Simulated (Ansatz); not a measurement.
# As (P-1) in Ansatz: convergence with wavefunction cutoff

Aim: find how far wavefunction cutoff must go before the results for As settle, at PBE. This setting moves, with any that are tied to it; all else stays.

All numbers are computed with Ansatz 0.2.0; they aren't measurements. Logs are shortened: lines on timing, memory, paths and dates and some standing lists are left out, and cuts for length are marked.

## 1. The cell of the first run

The typed cell holds 2 atoms: a = 4.131 Å, b = 4.131 Å, c = 4.131 Å, α = 54.17°, β = 54.17°, γ = 54.17°.

The cell isn't the ideal one: atoms moved at random, drawn with an rms of 0.05 Å.

## 2. With wavefunction cutoff 200 eV

Contents of input.yaml:

```yaml
crystal:
  lattice:
    - [1.8807968987, 1.0858785957, 3.5140619945]
    - [-1.8807968987, 1.0858785957, 3.5140619945]
    - [0.0, -2.1717571915, 3.5140619945]
  atoms:
    - { symbol: As, position: [0.21182, 0.224744, 0.232824] }
    - { symbol: As, position: [0.775524, 0.775501, 0.768129] }
hamiltonian:
  xc: pbe
  pseudopotentials: { kind: paw }
kpoints:
  mp_grid: { grid: [6, 6, 6] }
scf:
  occupations: { method: fermi_dirac, width: 0.1 }
output:
  forces: true
  stress: true
  eigenvalues: true
basis:
  ecutwfc: "200 eV"
```

Potentials or basis: Ansatz PAW.

Started as:

```
$ ansatz run input.yaml --threads 2 --pin off --max-ram 5632MiB --backend cpu --events-out ev --progress --plain --runs-dir out
```

Run time: 2.7 s. Hardware: 2 threads of Intel Xeon at 2.50GHz (Skylake/Cascade Lake), shared host; peak memory 0.32 GiB.

What came out:

```yaml
Free_energy: -9702.9003 eV
Pressure: 3.3 GPa
Largest_force: 0.457 eV/Å
Band_gap_on_the_k_mesh: none (metal or under the smearing width)
```

## 3. With wavefunction cutoff 250 eV

Changes to input.yaml since step 2:

```diff
@@ -20,2 +20,2 @@
 basis:
-  ecutwfc: "200 eV"
+  ecutwfc: "250 eV"
```

Potentials or basis: Ansatz PAW.

Started as:

```
$ ansatz run input.yaml --threads 2 --pin off --max-ram 5632MiB --backend cpu --events-out ev --progress --plain --runs-dir out
```

It took 2.8 s on 2 threads of Intel Xeon at 2.50GHz (Skylake/Cascade Lake), shared host; peak memory 0.34 GiB.

Results:

```yaml
Free_energy: -9710.9215 eV
Pressure: 4.4 GPa
Largest_force: 0.636 eV/Å
Band_gap_on_the_k_mesh: none (metal or under the smearing width)
```

## 4. With wavefunction cutoff 300 eV

Changes to input.yaml since step 3:

```diff
@@ -20,2 +20,2 @@
 basis:
-  ecutwfc: "250 eV"
+  ecutwfc: "300 eV"
```

Started as:

```
$ ansatz run input.yaml --threads 2 --pin off --max-ram 5632MiB --backend cpu --events-out ev --progress --plain --runs-dir out
```

It took 3 s on 2 threads of Intel Xeon at 2.50GHz (Skylake/Cascade Lake), shared host; peak memory 0.35 GiB.

What came out:

```yaml
Free_energy: -9712.1473 eV
Pressure: 4.1 GPa
Largest_force: 0.636 eV/Å
Band_gap_on_the_k_mesh: none (metal or under the smearing width)
```

## 5. With wavefunction cutoff 350 eV

Changes to input.yaml since step 4:

```diff
@@ -20,2 +20,2 @@
 basis:
-  ecutwfc: "300 eV"
+  ecutwfc: "350 eV"
```

Started as:

```
$ ansatz run input.yaml --threads 2 --pin off --max-ram 5632MiB --backend cpu --events-out ev --progress --plain --runs-dir out
```

Run time: 3.5 s. Hardware: 2 threads of Intel Xeon at 2.50GHz (Skylake/Cascade Lake), shared host; peak memory 0.37 GiB.

What came out:

```
Free energy            : -9712.2651 eV
Pressure               : 4.2 GPa
Largest force          : 0.637 eV/Å
Band gap on the k mesh : none (metal or under the smearing width)
```

## 6. With wavefunction cutoff 400 eV

Changes to input.yaml since step 5:

```diff
@@ -20,2 +20,2 @@
 basis:
-  ecutwfc: "350 eV"
+  ecutwfc: "400 eV"
```

Potentials or basis: Ansatz PAW.

Started as:

```
$ ansatz run input.yaml --threads 2 --pin off --max-ram 5632MiB --backend cpu --events-out ev --progress --plain --runs-dir out
```

Wall time 3.9 s (2 threads of Intel Xeon at 2.50GHz (Skylake/Cascade Lake), shared host); peak memory 0.37 GiB.

Results (log left out):

```
Free energy            : -9712.2736 eV
Pressure               : 4.2 GPa
Largest force          : 0.636 eV/Å
Band gap on the k mesh : none (metal or under the smearing width)
```

## 7. With wavefunction cutoff 450 eV

Changes to input.yaml since step 6:

```diff
@@ -20,2 +20,2 @@
 basis:
-  ecutwfc: "400 eV"
+  ecutwfc: "450 eV"
```

Started as:

```
$ ansatz run input.yaml --threads 2 --pin off --max-ram 5632MiB --backend cpu --events-out ev --progress --plain --runs-dir out
```

Wall time 5 s (2 threads of Intel Xeon at 2.50GHz (Skylake/Cascade Lake), shared host); peak memory 0.39 GiB.

Results (log left out):

```
Free energy            : -9712.2747 eV
Pressure               : 4.2 GPa
Largest force          : 0.636 eV/Å
Band gap on the k mesh : none (metal or under the smearing width)
```

## 8. With wavefunction cutoff 500 eV

Changes to input.yaml since step 7:

```diff
@@ -20,2 +20,2 @@
 basis:
-  ecutwfc: "450 eV"
+  ecutwfc: "500 eV"
```

Started as:

```
$ ansatz run input.yaml --threads 2 --pin off --max-ram 5632MiB --backend cpu --events-out ev --progress --plain --runs-dir out
```

It took 5.3 s on 2 threads of Intel Xeon at 2.50GHz (Skylake/Cascade Lake), shared host; peak memory 0.41 GiB.

It converged, with:

```yaml
Free_energy: -9712.2753 eV
Pressure: 4.2 GPa
Largest_force: 0.636 eV/Å
Band_gap_on_the_k_mesh: none (metal or under the smearing width)
```

## 9. With wavefunction cutoff 600 eV

Changes to input.yaml since step 8:

```diff
@@ -20,2 +20,2 @@
 basis:
-  ecutwfc: "500 eV"
+  ecutwfc: "600 eV"
```

Potentials or basis: Ansatz PAW.

Started as:

```
$ ansatz run input.yaml --threads 2 --pin off --max-ram 5632MiB --backend cpu --events-out ev --progress --plain --runs-dir out
```

It took 6.8 s on 2 threads of Intel Xeon at 2.50GHz (Skylake/Cascade Lake), shared host; peak memory 0.44 GiB.

It converged, with:

```
Free energy            : -9712.2757 eV
Pressure               : 4.2 GPa
Largest force          : 0.636 eV/Å
Band gap on the k mesh : none (metal or under the smearing width)
```

## 10. With wavefunction cutoff 800 eV

Changes to input.yaml since step 9:

```diff
@@ -20,2 +20,2 @@
 basis:
-  ecutwfc: "600 eV"
+  ecutwfc: "800 eV"
```

Potentials or basis: Ansatz PAW.

Started as:

```
$ ansatz run input.yaml --threads 2 --pin off --max-ram 5632MiB --backend cpu --events-out ev --progress --plain --runs-dir out
```

Standard output:

```text
Warning: RAYON_NUM_THREADS=2 ignored (pool sized by the plan → 2); use --threads N
Engine: ansatz 0.2.0, x86_64-unknown-linux-gnu
Pseudopotentials: kind: paw
Pseudopotential: As, paw, valence charge 15, recommended cutoff 420 eV (normal), As.paw.azcp
Functional definition: PBE
  parameter kappa = 0.804
  parameter beta = 0.06672455060314922
  exchange = pbe_x(kappa = kappa, mu = beta*pi^2/3)
  correlation = pbe_c(beta = beta)
Crystal: 2 atoms, lattice volume = 43.061 Å³
Basis set: ecut = 800 eV, 2213 PW (Γ), exchange–correlation on 80×80×80 points (8 copies of the dense FFT grid, shifted against one another)
Bands: 19, of which v1, the nominal top of the filled ones, is band 15 counted from 1 (14 counted from 0)
Symmetry: 2 space group operations
Space group: P-1 (ITA 2), of the structure as read, at distance tolerance 3.5e-5 Å
k-points: 112 of 216
Non-local potential: As, projectors of the file, l = 0: 2, l = 1: 2, l = 2: 3, l = 3: 1
PAW form: soft (Blöchl's): semilocal exchange-correlation on the pseudo side does not see the compensation charge
PAW one-centre angular grid: As, 590 points (default); XC on 64 Gauss nodes
Initial density: superposition of atomic densities (neutral atoms: chi_scale 0, normalization atom), corrected by the library's trained network
Initial wavefunctions: pseudopotential atomic-orbital guess
Functional: x = pbe(κ = 0.804, μ = 0.2195149727645171), c = pbe(β = 0.06672455060314922)
SCF iter   1: F=—  HF=-9712.275633 eV  |F-HF|=—  |Δ(HF+E_count)|=         —  Δρ=1.34e-3  dr2=3.98e-4  ethr=1.77e-3  ⟨swp⟩=5.4  Hψ=10055  notcnv=0
preconditioner: auto → Kerker (q_TF=auto, 2.569 Å⁻¹)  [metal: Δε(μ)=0.041 eV  Ē_g=10.309 eV  σ=0.100 eV  W_gap=0.10  n_scr=14 (ndim 8)  ℏωp=17.9 eV  f_vac=0.008  D(μ)=0.17/eV (n_scr^D=0)]
SCF iter   2: F=—  HF=-9712.275655 eV  |F-HF|=—  |Δ(HF+E_count)|=   2.23e-5  Δρ=8.62e-4  dr2=1.97e-4  ethr=1.33e-6  ⟨swp⟩=2.0  Hψ=4626  notcnv=0
SCF iter   3: F=—  HF=-9712.275845 eV  |F-HF|=—  |Δ(HF+E_count)|=   1.90e-4  Δρ=3.30e-4  dr2=4.91e-5  ethr=6.57e-7  ⟨swp⟩=2.0  Hψ=3809  notcnv=0
SCF iter   4: F=—  HF=-9712.275866 eV  |F-HF|=—  |Δ(HF+E_count)|=   2.02e-5  Δρ=1.40e-4  dr2=7.87e-6  ethr=1.64e-7  ⟨swp⟩=2.0  Hψ=2697  notcnv=0
SCF iter   5: F=—  HF=-9712.275864 eV  |F-HF|=—  |Δ(HF+E_count)|=   1.37e-6  Δρ=3.93e-5  dr2=1.10e-6  ethr=2.62e-8  ⟨swp⟩=2.0  Hψ=3811  notcnv=0
SCF iter   6: F=—  HF=-9712.275864 eV  |F-HF|=—  |Δ(HF+E_count)|=   2.36e-7  Δρ=1.77e-5  dr2=1.27e-7  ethr=3.67e-9  ⟨swp⟩=2.0  Hψ=3811  notcnv=0
SCF iter   7: F=-9712.275864 eV  HF=-9712.275864 eV  |F-HF|=2.30e-8  |Δ(HF+E_count)|=   5.36e-9  Δρ=5.88e-6  dr2=1.08e-8  ethr=3.33e-10  ⟨swp⟩=5.0  Hψ=7873  notcnv=0
SCF 1 converged in 7 iterations: F = -9712.275864 eV  dr2 = 1.08e-8
SCF converged after 7 iterations
Free energy (F): -9712.275864 eV
Harris-Foulkes:  -9712.275864 eV  (|F-HF|=2.30e-8)
Internal energy: -9712.270440 eV  (E = F + TS)
E sigma→0 (E₀):  -9712.273152 eV
Entropy (-TS):   -0.005424 eV (-2.712 meV/atom)
Fermi energy:    10.784942 eV
--- Per-component energies (eV) ---
  E_band       = -467.434285
  E_kinetic    = 205.534579
  E_local      = -3354.505621  (includes V_loc(G=0)·N_el)
  E_nonlocal   = -1341.247514
  E_hartree    = 1857.921654
  E_xc         = -158.829581
  E_vxc        = -158.911602  (∫ρ·V_xc dr)
  E_paw        = -3669.231903  (= ΣΔE_a)
  E_vpaw       = 465.847970  (= ΣTr[D̂ρ^β])
  E_aug_tail   = -0.000005  (compensation charges beyond the density's cutoff)
  E_ewald      = -3251.912048
  E_smearing   = -0.005424  (= −TS)
  E_closure    = 0.000000  (closes the sum)
  Σ components = -9712.275864   (vs F -9712.275864, Δ=0.00e0)
--- Forces (eV/Å), atoms counted from 1 ---
  atom   1  As     0.12939717     0.29363065     0.54875342
  atom   2  As    -0.12939717    -0.29363065    -0.54875342
  max |Σ_I F_I| component: 0.00e0 eV/Å
--- Stress (GPa, compression-positive) ---
        3.933786      -0.252778       0.615375
       -0.252778       5.158475       1.320911
        0.615374       1.320909       3.461195
  P = ⅓ Tr σ = 4.1845 GPa (41.845 kbar)
--- Band table (eV; the first three rows and the last of 112) ---
  k-point 0: bands = ["-25.5776", "-25.5672", "-25.5262", "-25.5249", "-25.4883", "-25.4541", "-25.4490", "-25.4388", "-25.4102", "-25.4005", "-4.3518", "4.9667", "8.3030", "8.5381", "8.8224", "12.2514", "13.4110", "13.8537", "17.5672"]
  k-point 1: bands = ["-25.5705", "-25.5647", "-25.5225", "-25.5179", "-25.4874", "-25.4543", "-25.4526", "-25.4449", "-25.4140", "-25.4068", "-3.9767", "3.7386", "8.0149", "8.5053", "8.9273", "12.4915", "13.2691", "13.3716", "16.3595"]
  k-point 2: bands = ["-25.5607", "-25.5506", "-25.5142", "-25.5009", "-25.4855", "-25.4648", "-25.4611", "-25.4516", "-25.4229", "-25.4206", "-2.8768", "1.3535", "7.8104", "8.0571", "9.6706", "11.3241", "12.1973", "12.5879", "17.5696"]
  k-point 111: bands = ["-25.5672", "-25.5561", "-25.5217", "-25.5209", "-25.4843", "-25.4567", "-25.4500", "-25.4418", "-25.4238", "-25.4124", "-3.1191", "0.8597", "8.6954", "9.1095", "10.0695", "11.3588", "11.7775", "12.6470", "18.7495"]
```

Run time: 11 s. Hardware: 2 threads of Intel Xeon at 2.50GHz (Skylake/Cascade Lake), shared host; peak memory 0.51 GiB.

Results:

```yaml
Free_energy: -9712.2759 eV
Pressure: 4.2 GPa
Largest_force: 0.636 eV/Å
Band_gap_on_the_k_mesh: none (metal or under the smearing width)
```

## 11. The series at a glance

```tsv
wavefunction cutoff	energy less the tightest run, at zero smearing (meV/atom)	pressure (GPa)	largest force (eV/Å)	SCF cycles	CPU time (s)	peak memory (GiB)
200 eV	4687.87	3.32	0.457	8	4.8	0.32
250 eV	677.20	4.37	0.636	7	5.2	0.34
300 eV	64.26	4.07	0.636	7	5.5	0.35
350 eV	5.38	4.20	0.637	7	6.3	0.37
400 eV	1.13	4.19	0.636	6	7.3	0.37
450 eV	0.58	4.19	0.636	7	9.5	0.39
500 eV	0.30	4.19	0.636	7	10	0.41
600 eV	0.08	4.19	0.636	7	13	0.44
800 eV	0.00	4.18	0.636	7	20	0.51
```

Against the tightest run, the energy stays within 1 meV/atom from 450 eV on; the pressure stays within 0.1 GPa from 350 eV on; the largest force stays within 0.005 eV/Å from 250 eV on. The tightest run that finished is the yardstick and may itself not be fully converged.
